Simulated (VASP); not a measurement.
# Ir (P6_3/mmc) in VASP: a series of runs, part 2 of 2

VASP 6.6.1. Earlier steps stand in the parts before.

## Step 5: Summary

```csv
level,potentials or basis,pressure (GPa)
LDA,"VASP PAW LDA potentials, release 64 (Ir)",-15.8
PBE,"VASP PAW PBE potentials, release 64 (Ir)",-0.8
PBEsol,"VASP PAW PBE potentials, release 64 (Ir)",-11.6
```

Alike in all rows: task band structure; no spin polarisation; cell as given; k mesh 11 × 11 × 6; cutoff (eV) 520; smearing fermi-dirac 0.05 eV.

Caveats: the PAW data sets were made with another functional, which shifts forces and pressure a little (some runs).

Absolute energies hang on the potentials; compare differences alone.
